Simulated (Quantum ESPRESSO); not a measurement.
# Cd K-edge XANES of CdSe (Fm-3m)

Aim: the near-edge shape at the Cd K edge of CdSe (Fm-3m), and what the core hole does to it.

Main program and level: Quantum ESPRESSO 7.5; X-ray absorption near-edge structure, plane-wave PAW LDA, one-electron final states by a Lanczos continued fraction.

This is a report of a sequence of runs, with most program output left out.

## 1. Starting point

The structure is cubic, space group Fm-3m (No. 225). The conventional cell has a = 5.748 Å, b = 5.748 Å, c = 5.748 Å, α = 90.00°, β = 90.00°, γ = 90.00°. Cd has 6 Se at 2.87 Å nearest. Nearest to Se lie 6 Cd at 2.87 Å. Farther neighbours and most contacts between anions are not listed.

## 2. The field without a hole

A plain self-consistent run shows whether there is a gap, which decides the set-up of the core-hole run.

File scf.in:

```
&control
   calculation='scf', prefix='x', pseudo_dir='../pp', outdir='tmp', tprnfor=.true.
/
&system
   ibrav=0, nat=2, ntyp=2, nbnd=13
   ecutwfc=40, ecutrho=560
   occupations='smearing', smearing='mv', degauss=0.015
/
&electrons
   conv_thr=2.0e-08, electron_maxstep=120
   mixing_beta=0.5
/
ATOMIC_SPECIES
Cd3 1.0 Cd.lda-n-kjpaw.UPF
Se 1.0 Se.lda-n-kjpaw.UPF
CELL_PARAMETERS angstrom
  0.00000000 2.87395800 2.87395800
  2.87395800 0.00000000 2.87395800
  2.87395800 2.87395800 0.00000000
ATOMIC_POSITIONS crystal
Cd3  0.00000000 0.00000000 0.00000000
Se   0.50000000 0.50000000 0.50000000
K_POINTS automatic
8 8 8 0 0 0
```

File Cd.lda-n-kjpaw.ld1.in:

```
&input
   title='Cd', zed=48., rel=1, iswitch=3, dft='PZ',
   config='[Kr] 5s2 5p0.5 4d9.5'
/
&inputp
   file_pseudopw='Cd.lda-n-kjpaw.UPF', author='',
   lpaw=.true.,
   pseudotype=3,
   lloc=-1,
   rcloc=2.4,
   which_augfun='PSQ',
   rmatch_augfun_nc=.true.,
   nlcc=.true.,
   new_core_ps=.true.,
   rcore=1.8,
   tm=.true.,
   lgipaw_reconstruction=.true., use_paw_as_gipaw=.true.
/
6
5S  1  0  2.00  0.00  1.60  2.30  0.0
5S  1  0  0.00  6.00  1.60  2.30  0.0
5P  2  1  0.50  0.00  1.60  2.30  0.0
5P  2  1  0.00  8.00  1.60  2.30  0.0
4D  3  2  9.50  0.00  0.75  1.80  0.0
4D  3  2  0.00  4.30  0.75  1.80  0.0
```

File Se.lda-n-kjpaw.ld1.in:

```
&input
   title='Se', zed=34., rel=1, iswitch=3, dft='PZ',
   config='[Ar] 4s2 4p4 3d10 4d-1'
/
&inputp
   file_pseudopw='Se.lda-n-kjpaw.UPF', author='',
   lpaw=.true.,
   pseudotype=3,
   lloc=2,
   which_augfun='PSQ',
   rmatch_augfun_nc=.true.,
   nlcc=.true.,
   new_core_ps=.true.,
   rcore=1.8,
   tm=.true.,
   lgipaw_reconstruction=.true., use_paw_as_gipaw=.true.
/
5
4S  1  0  2.00  0.00  1.50  1.90  0.0
4S  1  0  0.00  0.30  1.50  1.90  0.0
4P  2  1  4.00  0.00  1.50  1.90  0.0
4P  2  1  0.00  0.30  1.50  1.90  0.0
4D  3  2 -2.00  0.50  1.90  1.90  0.0
```

The run is started by

```bash
$ OMP_NUM_THREADS=1 mpirun --oversubscribe --bind-to none -np 4 pw.x -nk 4 -in scf.in > scf.out
```

Run time: 4.7 s. Hardware: 4 MPI ranks of Intel Xeon Gold 6455B (Sapphire Rapids), shared host; peak memory 0.15 GiB; 18 s of CPU time.

Absorbing atoms carry a label of their own (element plus a letter or digit), as the spectrum program needs them as separate species.

The mesh shows no gap, so the system is treated as a metal and the core electron is put at the Fermi level (neutral cell).

## 3. Spectrum without a core hole, Cd atom 1

Without a hole the spectrum is the empty density of states of the right symmetry on the absorber, weighted by matrix elements. It needs only the small cell and serves as the baseline.

The absorber has 6 Se at 2.87 Å (octahedral, site symmetry m-3m).

File xspectra.in:

```
&input_xspectra
   calculation='xanes_dipole', edge='K'
   prefix='x', outdir='tmp', xiabs=1, xe0=7.1948
   xonly_plot=.false., x_save_file='xanes.sav'
   xniter=3000, xcheck_conv=20, xerror=0.005
   xcoordcrys=.false., xepsilon(1)=1, xepsilon(2)=0, xepsilon(3)=0
/
&plot
   xnepoint=501, xemin=-10, xemax=70, terminator=.true., cut_occ_states=.true.
   xgamma=0.4
/
&pseudos
   filecore='../Cd.wfc'
/
&cut_occ
   cut_desmooth=0.1, cut_stepl=0.05, cut_stepu=0.05, cut_ierror=1e-5
/
7 7 7 0 0 0
```

The run is started by

```bash
$ OMP_NUM_THREADS=1 mpirun --oversubscribe --bind-to none -np 4 xspectra.x -nk 4 -in xspectra.in > xspectra.out
```

Run time: 12 s. Hardware: 4 MPI ranks; peak memory 0.13 GiB.

The core hole lives too briefly for so narrow a line (tabulated full width 7.3 eV). The run keeps xgamma small, and the tables are broadened afterwards: Lorentzian half width 3.64 eV (not a setting of the program: the run's 0.4 eV curve was folded afterwards with a further Lorentzian).

The Cd K spectrum, Cd atom 1, no core hole (energy from the energy zero of the input (xe0, at the border of filled and empty states); intensity scaled to a mean of 1 over the first 20 eV; folded afterwards to Lorentzian half width 3.64 eV; the points at xe0, where the cut of filled states can leave a spike, are interpolated):

```
E (eV)  intensity
  -2.0       0.28
  -1.5       0.30
  -1.0       0.33
  -0.5       0.36
   0.0       0.40
   0.5       0.44
   1.0       0.49
   1.5       0.54
   2.0       0.60
   2.5       0.66
   3.0       0.72
   3.5       0.79
   4.0       0.86
   4.5       0.93
   5.0       0.99
   5.5       1.05
   6.0       1.10
   6.5       1.14
   7.0       1.17
   7.5       1.19
   8.0       1.20
   8.5       1.20
   9.0       1.20
   9.5       1.19
  10.0       1.18
  10.5       1.16
  11.0       1.15
  11.5       1.13
  12.0       1.12
  12.5       1.10
  13.0       1.09
  13.5       1.08
  14.0       1.08
  14.5       1.07
  15.0       1.06
  15.5       1.06
  16.0       1.06
  16.5       1.05
  17.0       1.05
  17.5       1.06
  18.0       1.06
  18.5       1.07
  19.0       1.07
  19.5       1.08
  20.0       1.09
  20.5       1.10
  21.0       1.10
  21.5       1.11
  22.0       1.11
  22.5       1.10
  23.0       1.10
  23.5       1.09
  24.0       1.07
  24.5       1.06
  25.0       1.05
  25.5       1.04
  26.0       1.03
  26.5       1.03
  27.0       1.03
  27.5       1.03
  28.0       1.05
  28.5       1.06
  29.0       1.08
  29.5       1.10
  30.0       1.12
  30.5       1.14
  31.0       1.16
  31.5       1.18
  32.0       1.19
```

Main maxima below 30 eV (height): 8.4 eV (1.20) and 21.8 eV (1.11). A K edge sees empty p states on the absorber.

## 4. Supercell without a hole, the energy reference

The photon energy needs a difference of total energies, so the cell and mesh of the coming hole run are first run without a hole.

File scf.in:

```
&control
   calculation='scf', prefix='x', pseudo_dir='../pp', outdir='tmp', tprnfor=.true.
/
&system
   ibrav=0, nat=8, ntyp=2, nbnd=44
   ecutwfc=40, ecutrho=560
   occupations='smearing', smearing='mv', degauss=0.015
/
&electrons
   conv_thr=8.0e-08, electron_maxstep=120
   mixing_beta=0.5
/
ATOMIC_SPECIES
Cd 1.0 Cd.lda-n-kjpaw.UPF
Se 1.0 Se.lda-n-kjpaw.UPF
CELL_PARAMETERS angstrom
  0.00000000 0.00000000 5.74791600
  5.74791600 0.00000000 0.00000000
  0.00000000 5.74791600 0.00000000
ATOMIC_POSITIONS crystal
Cd   0.00000000 0.00000000 0.00000000
Cd   0.00000000 0.50000000 0.50000000
Cd   0.50000000 0.50000000 0.00000000
Cd   0.50000000 0.00000000 0.50000000
Se   0.50000000 0.50000000 0.50000000
Se   0.50000000 0.00000000 0.00000000
Se   0.00000000 0.00000000 0.50000000
Se   0.00000000 0.50000000 0.00000000
K_POINTS automatic
5 5 5 0 0 0
```

The run is started by

```bash
$ OMP_NUM_THREADS=1 mpirun --oversubscribe --bind-to none -np 4 pw.x -nk 4 -in scf.in > scf.out
```

The job ended after 25 s (4 MPI ranks; peak memory 0.38 GiB; 97 s of CPU time).

Reference energy: -872574.638 eV with the cores included.

## 5. The atom with a core hole

The final state has one core electron fewer, so a PAW data set is made for an atom with that hole.

File Cd.lda-n-kjpaw-1sch.ld1.in:

```
&input
   title='Cd', zed=48., rel=1, iswitch=3, dft='PZ',
   config='1s1 2s2 2p6 3s2 3p6 3d10 4s2 4p6 5s2 5p1 4d10'
/
&inputp
   file_pseudopw='Cd.lda-n-kjpaw-1sch.UPF', author='',
   lpaw=.true.,
   pseudotype=3,
   lloc=-1,
   rcloc=2.4,
   which_augfun='PSQ',
   rmatch_augfun_nc=.true.,
   nlcc=.true.,
   new_core_ps=.true.,
   rcore=1.8,
   tm=.true.,
   zval=13,
   lgipaw_reconstruction=.true., use_paw_as_gipaw=.true.
/
6
5S  1  0  2.00  0.00  1.60  2.30  0.0
5S  1  0  0.00  6.00  1.60  2.30  0.0
5P  2  1  1.00  0.00  1.60  2.30  0.0
5P  2  1  0.00  8.00  1.60  2.30  0.0
4D  3  2  10.00  0.00  0.75  1.80  0.0
4D  3  2  0.00  4.30  0.75  1.80  0.0
```

The run is started by

```bash
$ ld1.x < Cd.lda-n-kjpaw-1sch.ld1.in > Cd.lda-n-kjpaw-1sch.ld1.out
```

The job ended after 0.91 s (1 MPI rank; peak memory 0.13 GiB).

Removing the core electron and adding it to the valence shell costs the free atom 26786.6 eV.

## 6. Supercell with XCH, Cd atom 1

The holes are 5.7 Å apart. The excited electron is kept in the cell, where it fills the lowest empty states and screens the hole.

Changes to scf.in since step 4:

```diff
@@ -4,3 +4,3 @@
 &system
-   ibrav=0, nat=8, ntyp=2, nbnd=44
+   ibrav=0, nat=8, ntyp=3, nbnd=45
    ecutwfc=40, ecutrho=560
@@ -13,2 +13,3 @@
 ATOMIC_SPECIES
+Cd0 1.0 Cd.lda-n-kjpaw-1sch.UPF
 Cd 1.0 Cd.lda-n-kjpaw.UPF
@@ -20,3 +21,3 @@
 ATOMIC_POSITIONS crystal
-Cd   0.00000000 0.00000000 0.00000000
+Cd0  0.00000000 0.00000000 0.00000000
 Cd   0.00000000 0.50000000 0.50000000
```

The run is started by

```bash
$ OMP_NUM_THREADS=1 mpirun --oversubscribe --bind-to none -np 4 pw.x -nk 4 -in scf.in > scf.out
```

The job ended after 19 s (4 MPI ranks; peak memory 0.39 GiB).

Energy with the hole: -845784.281 eV, cores included.

## 7. Spectrum with XCH, Cd atom 1

The Lanczos recursion gives the spectrum without computing empty bands; each polarisation needs a run of its own on the full k mesh. xe0 is set between filled and empty states, and states below it are cut, here at the Fermi level, which holds the excited electron. The file of filecore holds the core orbital, taken from the hole-free data set.

Changes to xspectra.in since step 3:

```diff
@@ -2,3 +2,3 @@
    calculation='xanes_dipole', edge='K'
-   prefix='x', outdir='tmp', xiabs=1, xe0=7.1948
+   prefix='x', outdir='tmp', xiabs=1, xe0=8.1514
    xonly_plot=.false., x_save_file='xanes.sav'
@@ -17,2 +17,2 @@
 /
-7 7 7 0 0 0
+4 4 4 0 0 0
```

The run is started by

```bash
$ OMP_NUM_THREADS=1 mpirun --oversubscribe --bind-to none -np 4 xspectra.x -nk 4 -in xspectra.in > xspectra.out
```

Run time: 22 s. Hardware: 4 MPI ranks; peak memory 0.34 GiB.

The Cd K spectrum, Cd atom 1, excited-electron core hole (neutral cell) (energy from the energy zero of the input (xe0, at the border of filled and empty states); intensity scaled to a mean of 1 over the first 20 eV; folded afterwards to Lorentzian half width 3.64 eV; the points at xe0, where the cut of filled states can leave a spike, are interpolated):

```
E (eV)  intensity
 -2.00       0.39
 -1.25       0.45
 -0.50       0.54
  0.25       0.63
  1.00       0.74
  1.75       0.85
  2.50       0.96
  3.25       1.06
  4.00       1.14
  4.75       1.19
  5.50       1.21
  6.25       1.21
  7.00       1.18
  7.75       1.14
  8.50       1.10
  9.25       1.05
 10.00       1.01
 10.75       0.98
 11.50       0.96
 12.25       0.95
 13.00       0.95
 13.75       0.95
 14.50       0.95
 15.25       0.95
 16.00       0.95
 16.75       0.95
 17.50       0.96
 18.25       0.96
 19.00       0.97
 19.75       0.98
 20.50       0.97
 21.25       0.96
 22.00       0.94
 22.75       0.93
 23.50       0.91
 24.25       0.90
 25.00       0.91
 25.75       0.92
 26.50       0.94
 27.25       0.96
 28.00       0.99
 28.75       1.01
 29.50       1.04
 30.25       1.05
 31.00       1.07
 31.75       1.08
```

Main maxima below 30 eV (height): 5.7 eV (1.21) and 19.9 eV (0.98). 

## 8. Spectrum with XCH, other settings, Cd atom 1

This attempt departs from the first core-hole run: cut_occ_states from yes to no.

Changes to xspectra.in since step 7:

```diff
@@ -8,3 +8,3 @@
 &plot
-   xnepoint=501, xemin=-10, xemax=70, terminator=.true., cut_occ_states=.true.
+   xnepoint=501, xemin=-10, xemax=70, terminator=.true., cut_occ_states=.false.
    xgamma=0.4
@@ -17,2 +17,2 @@
 /
-4 4 4 0 0 0
+3 3 3 0 0 0
```

Wall time 11 s (4 MPI ranks); peak memory 0.34 GiB; 43 s of CPU time.

The run finished. A setting was moved off its sound value on purpose, so it serves as a test and not as the result.

The fault put into the input: transitions to filled states aren't cut.

This run also has another mesh (3×3×3 against 4×4×4), so the 5 % r.m.s. difference can't be laid on the changed setting alone. The highest intensity below 24 eV goes from 5.7 eV (1.21) to 5.4 eV (1.20).

```
E (eV)  first run  this run
  -2.0       0.39      0.58
  -0.5       0.54      0.68
   1.0       0.74      0.83
   2.5       0.96      1.01
   4.0       1.14      1.16
   5.5       1.21      1.20
   7.0       1.18      1.16
   8.5       1.10      1.09
  10.0       1.01      1.00
  11.5       0.96      0.95
  13.0       0.95      0.92
  14.5       0.95      0.91
  16.0       0.95      0.94
  17.5       0.96      0.95
  19.0       0.97      0.94
  20.5       0.97      0.93
  22.0       0.94      0.91
  23.5       0.91      0.89
  25.0       0.91      0.90
  26.5       0.94      0.92
  28.0       0.99      0.95
  29.5       1.04      0.98
  31.0       1.07      1.02
```

## 9. Cell without a hole, the energy reference

The cell and mesh change for the next run, so it gets a reference energy of its own.

File scf.in:

```
&control
   calculation='scf', prefix='x', pseudo_dir='../pp', outdir='tmp', tprnfor=.true.
/
&system
   ibrav=0, nat=2, ntyp=2, nbnd=13
   ecutwfc=40, ecutrho=560
   occupations='smearing', smearing='mv', degauss=0.015
/
&electrons
   conv_thr=2.0e-08, electron_maxstep=120
   mixing_beta=0.5
/
ATOMIC_SPECIES
Cd 1.0 Cd.lda-n-kjpaw.UPF
Se 1.0 Se.lda-n-kjpaw.UPF
CELL_PARAMETERS angstrom
  0.00000000 2.87395800 2.87395800
  2.87395800 0.00000000 2.87395800
  2.87395800 2.87395800 0.00000000
ATOMIC_POSITIONS crystal
Cd   0.00000000 0.00000000 0.00000000
Se   0.50000000 0.50000000 0.50000000
K_POINTS automatic
8 8 8 0 0 0
```

The run is started by

```bash
$ OMP_NUM_THREADS=1 mpirun --oversubscribe --bind-to none -np 4 pw.x -nk 4 -in scf.in > scf.out
```

Run time: 4.8 s. Hardware: 4 MPI ranks; peak memory 0.14 GiB; 18 s of CPU time.

## 10. Cell with XCH, Cd atom 1

A smaller cell brings the holes closer; here they are 4.1 Å apart.

Changed against the first core-hole run: supercell atoms from 8 to 2.

Changes to scf.in since step 9:

```diff
@@ -4,3 +4,3 @@
 &system
-   ibrav=0, nat=2, ntyp=2, nbnd=13
+   ibrav=0, nat=2, ntyp=2, nbnd=14
    ecutwfc=40, ecutrho=560
@@ -13,3 +13,3 @@
 ATOMIC_SPECIES
-Cd 1.0 Cd.lda-n-kjpaw.UPF
+Cd0 1.0 Cd.lda-n-kjpaw-1sch.UPF
 Se 1.0 Se.lda-n-kjpaw.UPF
@@ -20,3 +20,3 @@
 ATOMIC_POSITIONS crystal
-Cd   0.00000000 0.00000000 0.00000000
+Cd0  0.00000000 0.00000000 0.00000000
 Se   0.50000000 0.50000000 0.50000000
```

Run time: 3.8 s. Hardware: 4 MPI ranks; peak memory 0.14 GiB.

## 11. Spectrum with XCH, Cd atom 1

Changed against the first core-hole run: supercell atoms from 8 to 2.

File xspectra.in:

```
&input_xspectra
   calculation='xanes_dipole', edge='K'
   prefix='x', outdir='tmp', xiabs=1, xe0=9.3584
   xonly_plot=.false., x_save_file='xanes.sav'
   xniter=3000, xcheck_conv=20, xerror=0.005
   xcoordcrys=.false., xepsilon(1)=1, xepsilon(2)=0, xepsilon(3)=0
/
&plot
   xnepoint=501, xemin=-10, xemax=70, terminator=.true., cut_occ_states=.true.
   xgamma=0.4
/
&pseudos
   filecore='../Cd.wfc'
/
&cut_occ
   cut_desmooth=0.1, cut_stepl=0.05, cut_stepu=0.05, cut_ierror=1e-5
/
7 7 7 0 0 0
```

The run is started by

```bash
$ OMP_NUM_THREADS=1 mpirun --oversubscribe --bind-to none -np 4 xspectra.x -nk 4 -in xspectra.in > xspectra.out
```

Run time: 11 s. Hardware: 4 MPI ranks; peak memory 0.13 GiB.

These settings depart from the first run's and aren't meant as converged.

Against the first run the r.m.s. difference is 2 %. The highest intensity below 24 eV goes from 5.7 eV (1.21) to 5.4 eV (1.18).

```
E (eV)  first run  this run
  -2.0       0.39      0.42
  -0.5       0.54      0.58
   1.0       0.74      0.79
   2.5       0.96      1.00
   4.0       1.14      1.14
   5.5       1.21      1.18
   7.0       1.18      1.15
   8.5       1.10      1.07
  10.0       1.01      1.01
  11.5       0.96      0.97
  13.0       0.95      0.95
  14.5       0.95      0.94
  16.0       0.95      0.94
  17.5       0.96      0.96
  19.0       0.97      0.97
  20.5       0.97      0.96
  22.0       0.94      0.93
  23.5       0.91      0.91
  25.0       0.91      0.92
  26.5       0.94      0.97
  28.0       0.99      1.02
  29.5       1.04      1.06
  31.0       1.07      1.06
```

## 12. Supercell with XCH, Cd atom 1

Another set-up is tried: limit of SCF steps to 8.

File scf.in:

```
&control
   calculation='scf', prefix='x', pseudo_dir='../pp', outdir='tmp', tprnfor=.true.
/
&system
   ibrav=0, nat=8, ntyp=3, nbnd=45
   ecutwfc=40, ecutrho=560
   occupations='smearing', smearing='mv', degauss=0.015
/
&electrons
   conv_thr=8.0e-08, electron_maxstep=8
   mixing_beta=0.5
/
ATOMIC_SPECIES
Cd0 1.0 Cd.lda-n-kjpaw-1sch.UPF
Cd 1.0 Cd.lda-n-kjpaw.UPF
Se 1.0 Se.lda-n-kjpaw.UPF
CELL_PARAMETERS angstrom
  0.00000000 0.00000000 5.74791600
  5.74791600 0.00000000 0.00000000
  0.00000000 5.74791600 0.00000000
ATOMIC_POSITIONS crystal
Cd0  0.00000000 0.00000000 0.00000000
Cd   0.00000000 0.50000000 0.50000000
Cd   0.50000000 0.50000000 0.00000000
Cd   0.50000000 0.00000000 0.50000000
Se   0.50000000 0.50000000 0.50000000
Se   0.50000000 0.00000000 0.00000000
Se   0.00000000 0.00000000 0.50000000
Se   0.00000000 0.50000000 0.00000000
K_POINTS automatic
5 5 5 0 0 0
```

The run is started by

```bash
$ OMP_NUM_THREADS=1 mpirun --oversubscribe --bind-to none -np 4 pw.x -nk 4 -in scf.in > scf.out
```

Run time: 17 s. Hardware: 4 MPI ranks; peak memory 0.39 GiB.

The step limit was set too low: the run stopped before it met its threshold, however near it may have come, and gives no result to build on.

## 13. With and without the hole

Both curves are counted from their own zero, so only the shift of weight within the empty states shows.

```
E (eV)  no hole   XCH
  -2.0     0.28  0.39
  -1.0     0.33  0.48
   0.0     0.40  0.60
   1.0     0.49  0.74
   2.0     0.60  0.89
   3.0     0.72  1.03
   4.0     0.86  1.14
   5.0     0.99  1.20
   6.0     1.10  1.21
   7.0     1.17  1.18
   8.0     1.20  1.13
   9.0     1.20  1.07
  10.0     1.18  1.01
  11.0     1.15  0.98
  12.0     1.12  0.96
  13.0     1.09  0.95
  14.0     1.08  0.95
  15.0     1.06  0.95
  16.0     1.06  0.95
  17.0     1.05  0.95
  18.0     1.06  0.96
  19.0     1.07  0.97
  20.0     1.09  0.98
  21.0     1.10  0.97
  22.0     1.11  0.94
  23.0     1.10  0.92
  24.0     1.07  0.91
  25.0     1.05  0.91
  26.0     1.03  0.92
  27.0     1.03  0.95
  28.0     1.05  0.99
  29.0     1.08  1.02
  30.0     1.12  1.05
  31.0     1.16  1.07
  32.0     1.19  1.08
```

With each curve scaled to its own mean, the area from −2 to 6 eV with the hole is 6.9 against 5.1, and the centre of weight from −1 to 20 eV moves by -0.9 eV: the hole pulls the absorber's empty states down.

## 14. Runs not followed above

These runs aren't followed: redraws of a spectrum that repeat one shown, runs with a planted fault or a state judged unsound, or a program's part that gave no sound spectrum.

| program | step | status | elapsed |
| --- | --- | --- | --- |
| Quantum ESPRESSO | no core hole, redrawn | converged | 3.5 s |
| Quantum ESPRESSO | spectrum with XCH, redrawn | converged | 1.2 s |
| Quantum ESPRESSO | spectrum with XCH, redrawn | converged | 1.2 s |

## 15. What came out

```yaml
absorber_and_edge: Cd K, atom 1 of the ground-state input (counted from 1)
surroundings: 6 Se at 2.87 Å (octahedral, site symmetry m-3m)
highest_intensity_below_24_ev: 5.7 eV above the zero, height 1.21
```

What this shows: The Cd K edge of atom 1, with 6 Se at 2.87 Å (octahedral, site symmetry m-3m), has its highest intensity of the first 24 eV at 5.7 eV above the zero, 1.2 times the mean level of the first 20 eV (Lorentzian half width 3.64 eV (not a setting of the program: the run's 0.4 eV curve was folded afterwards with a further Lorentzian)). With each curve scaled to its own mean, the area from −2 to 6 eV with the hole is 6.9 against 5.1, and the centre of weight from −1 to 20 eV moves by -0.9 eV: the hole pulls the absorber's empty states down. A cell with holes 4.1 Å apart changes the curve by 2 % r.m.s. (1 % after the best shift). 2 further runs of this session are left out of this account as redundant. The unit cell's mesh shows no gap over 0.35 eV. That is right for a metallic compound; for a small-gap or correlated insulator it would be the fault of the functional or of the assumed magnetic order, and the hole would be screened too well. The holes are only 5.7 Å apart, so the shape is probably not converged with cell size; no larger cell was run here. The structure is a computed Materials Project entry and may be a hypothetical form.

[Logs are printed without paths, hosts, clocks, repeated set-up lines and the standing remarks that a program may print on its own settings, such as how far it seeks lower states.]

[Hosts, paths, dates, database ids (printed as entryN), source tags and the programs' standing remarks are cut or masked in the printed files.]

[Lists of maxima count a maximum above −3 eV only where it reaches 4 % of the highest in the window and stands out from its surroundings by 2 % of it (1.5 % where it reaches 55 %); shoulders and weaker maxima are passed over, and of the rest the first, up to two pre-edge ones and the few strongest are named.]
